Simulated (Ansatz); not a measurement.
Crystal: SiO2.

```
CELL_PARAMETERS angstrom
0.00000 4.71626 7.36278
2.35958 0.00000 7.36278
2.35958 4.71626 0.00000
ATOMIC_POSITIONS crystal
Si 0.93677 0.93677 0.56323
Si 0.68677 0.68677 0.31323
Si 0.31323 0.31323 0.68677
Si 0.56323 0.56323 0.93677
O 0.06344 0.43656 0.06344
O 0.43656 0.06344 0.43656
O 0.81344 0.18656 0.81344
O 0.18656 0.81344 0.18656
O 0.12500 0.62500 0.62500
O 0.62500 0.62500 0.62500
O 0.62500 0.62500 0.12500
O 0.62500 0.12500 0.62500
```

The cell comes from a database or a generator and needn't be the stable form of this composition.

```yaml
Program: Ansatz 0.2.0
Task: relaxation of cell and atoms
Functional: PBE
Dispersion: D3(BJ)
Potentials_or_basis: Ansatz PAW
Cutoff: "420 eV (not typed: the program's choice for these potentials)"
k_mesh: 7 × 7 × 7
Occupations: fermi-dirac, width 0.05 eV
Spin: no spin polarisation
```

At the start: volume 13.66 Å³/atom.

Where does the relaxation end?

It ends after 8 steps and the volume is 13.83 Å³/atom (+1.3 %); space group Fddd (No. 70, to 0.05 Å).

Step by step:
```csv
step,energy change (eV),largest force (eV/Å),volume (Å³)
1,0.0000,0.3743,163.87
2,-0.0183,0.2486,165.06
3,-0.0249,0.0767,166.33
4,-0.0283,0.0326,165.88
5,-0.0286,0.0089,165.82
6,-0.0359,0.0089,165.82
7,-0.0356,0.0002,165.92
8,-0.0359,0.0002,165.92
```

Final structure:
```
Si O
1.0
     0.00000    4.73494    7.40245
     2.36696    0.00000    7.40245
     2.36696    4.73494    0.00000
Si O
4 8
Direct
  0.93703 0.93703 0.56297
  0.68703 0.68703 0.31297
  0.31297 0.31297 0.68703
  0.56297 0.56297 0.93703
  0.06552 0.43448 0.06552
  0.43448 0.06552 0.43448
  0.81552 0.18448 0.81552
  0.18448 0.81552 0.18448
  0.12500 0.62500 0.62500
  0.62500 0.62500 0.62500
  0.62500 0.62500 0.12500
  0.62500 0.12500 0.62500
```

Caveat: the plane-wave basis is chosen anew once the cell has moved, so the energies of steps on either side of that aren't comparable; the pressure holds a Pulay correction of +0.6 GPa for the finite cutoff.
